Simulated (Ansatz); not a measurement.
Write the native input for Ansatz 0.2.0 that does the following.

```yaml
Task: projected density of states
Functional: r2SCAN0
Potentials_or_basis: Ansatz PAW
Cutoff: "500 eV (not typed: the program's choice for these potentials)"
k_mesh: 6 × 6 × 5
Occupations: fermi-dirac, width 0.05 eV
Spin: no spin polarisation
```

Mg:

```
Mg
1.0
     3.05030    0.00000    0.00000
    -1.52515    2.64164    0.00000
     0.00000    0.00000    3.04484
Mg
1
Direct
  0.00000 0.00000 0.00000
```

This isn't the form of Mg at room conditions, which is hcp.

The input as run:

input.yaml

```yaml
crystal:
  lattice:
    - [3.0502998005, 0.0, 0.0]
    - [-1.5251499003, 2.6416371164, 0.0]
    - [0.0, 0.0, 3.04483757]
  atoms:
    - { symbol: Mg, position: [0.0, 0.0, 0.0] }
hamiltonian:
  xc: r2scan0
  pseudopotentials: { kind: paw }
kpoints:
  mp_grid: { grid: [6, 6, 5] }
scf:
  occupations: { method: fermi_dirac, width: 0.05 }
  n_extra_bands: 6
output:
  forces: true
  stress: true
  eigenvalues: true
  dos: { projected: true, de: 0.05 }
  write_density: true
  write_potential: true
  elf: true
  volumetric_format: npy
```

Potentials or basis: Ansatz PAW.

The run is started by

```sh
$ ansatz run input.yaml --threads 2 --pin off --max-ram 5632MiB --backend cpu --events-out ev --progress --plain --runs-dir out
```

It gave:

The pressure is 1.2 GPa, the band gap on the k mesh is none (metal or under the smearing width) and the density of states at the Fermi level is 0.34 states/eV per cell.

Caveat: the k mesh is coarse (spacing up to 0.41 Å⁻¹), so the values aren't converged, least of all with exact exchange; the PAW data sets come from PBE, with cores solved anew for the run's functional, which leaves a small shift of forces and pressure; the thresholds are loose for stress.

Run time: 7.2 s on 2 threads of Arm Neoverse V1, with other jobs on the host, peak memory 0.59 GiB.
